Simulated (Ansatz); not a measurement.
The system is Cu3Au (Auricupride).

```
CELL_PARAMETERS angstrom
3.74000 0.00000 0.00000
0.00000 3.74000 0.00000
0.00000 0.00000 3.74000
ATOMIC_POSITIONS crystal
Au 0.00000 0.00000 0.00000
Cu 0.50000 0.50000 0.00000
Cu 0.50000 0.00000 0.50000
Cu 0.00000 0.50000 0.50000
```

* Program: Ansatz 0.2.0
* Task: relaxation of cell and atoms
* Functional: PBEsol
* Dispersion: D4
* Potentials or basis: Ansatz PAW
* Cutoff: 420 eV (not typed: the program's choice for these potentials)
* k mesh: 7 × 7 × 7
* Occupations: fermi-dirac, width 0.05 eV
* Spin: no spin polarisation

At the start: volume 13.08 Å³/atom.

Q: Where does the relaxation end?

A: It ends after 5 steps and the volume is 12.52 Å³/atom (-4.3 %); space group Pm-3m (No. 221, to 0.05 Å).

Step by step:
```tsv
step	energy change (eV)	largest force (eV/Å)	volume (Å³)
1	0.0000	0.0000	52.31
2	-0.0531	0.0000	50.28
3	-0.0537	0.0000	50.05
4	-0.0537	0.0000	50.07
5	-0.0522	0.0000	50.07
```

Final structure:
```cif
data_structure
_symmetry_space_group_name_H-M 'P 1'
_symmetry_Int_Tables_number 1
_cell_length_a 3.6857
_cell_length_b 3.6857
_cell_length_c 3.6857
_cell_angle_alpha 90.000
_cell_angle_beta 90.000
_cell_angle_gamma 90.000
_cell_volume 50.07
loop_
_atom_site_label
_atom_site_type_symbol
_atom_site_fract_x
_atom_site_fract_y
_atom_site_fract_z
_atom_site_occupancy
Au1 Au 0.00000 0.00000 0.00000 1
Cu1 Cu 0.50000 0.50000 0.00000 1
Cu2 Cu 0.50000 0.00000 0.50000 1
Cu3 Cu 0.00000 0.50000 0.50000 1
```

Caveat: the plane-wave basis is chosen anew once the cell has moved, so the energies of steps on either side of that aren't comparable; the PAW data sets come from PBE, with cores solved anew for the run's functional, which leaves a small shift of forces and pressure.
